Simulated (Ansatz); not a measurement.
# Si2Mo: the cost of one run

Method: DFT PBE, scalar-relativistic, plane waves, PAW, in Ansatz 0.2.0.

3 further runs of the same task are left out: 1 that didn't finish, 2 set aside as unsound or not needed.

**1. The structure to begin with**

It takes space group I4/mmm (No. 139, tetragonal). The conventional cell has a = 3.217 Å, b = 3.217 Å, c = 7.873 Å, α = 90.00°, β = 90.00°, γ = 90.00°. Si (site symmetry 4mm) has 5 Si at 2.60 to 2.64 Å and 5 Mo at 2.62 to 2.64 Å as nearest neighbours. Mo (site symmetry 4/mmm) is surrounded by 10 Si at 2.62 to 2.64 Å.

Coordinates:

```xyz
6
Lattice="3.2168 0.0000 0.0000 0.0000 3.2168 0.0000 0.0000 0.0000 7.8730" Properties=species:S:1:pos:R:3 pbc="T T T"
Si    0.0000    0.0000    2.6382
Si    1.6084    1.6084    1.2983
Si    1.6084    1.6084    6.5748
Si    0.0000    0.0000    5.2348
Mo    0.0000    0.0000    0.0000
Mo    1.6084    1.6084    3.9365
```

The unstrained cell comes from an earlier run at this level (6 atoms, E(σ→0) -12458.2498 eV, gap none (metal)).

**2. The cell strained by -1.5 %**

Contents of input.yaml:

```yaml
crystal:
  lattice:
    - [3.1685946525, 0.0, 0.0]
    - [0.0, 3.1685946525, 0.0]
    - [0.0, 0.0, 7.9438771913]
  atoms:
    - { symbol: Si, position: [0.0, 0.0, 0.3350991396] }
    - { symbol: Si, position: [0.5, 0.5, 0.1649008604] }
    - { symbol: Si, position: [0.5, 0.5, 0.8350991396] }
    - { symbol: Si, position: [0.0, 0.0, 0.6649008604] }
    - { symbol: Mo, position: [0.0, 0.0, 0.0] }
    - { symbol: Mo, position: [0.5, 0.5, 0.5] }
basis:
  ecutwfc: 420
kpoints:
  mp_grid: { grid: [12, 12, 6] }
hamiltonian:
  xc: pbe
scf:
  occupations: { method: gaussian, width: 0.1 }
output:
  forces: true
  stress: true
  eigenvalues: true
relax:
  adjacent_minimum: "off"
  f_tol: 0.008
  max_steps: 40
  cell: { stress_tol: 0.015, fix: [a, b, gamma] }
```

Run with:

```bash
> ansatz run input.yaml --threads 1 --pin off --max-ram 2560MiB --backend cpu --events-out ev --progress --plain --runs-dir out
```

**Question.** How long does this run take on 1 thread of Arm Neoverse V2, shared host, and how much memory does it need?

About 55 s, with a peak of 0.48 GiB.
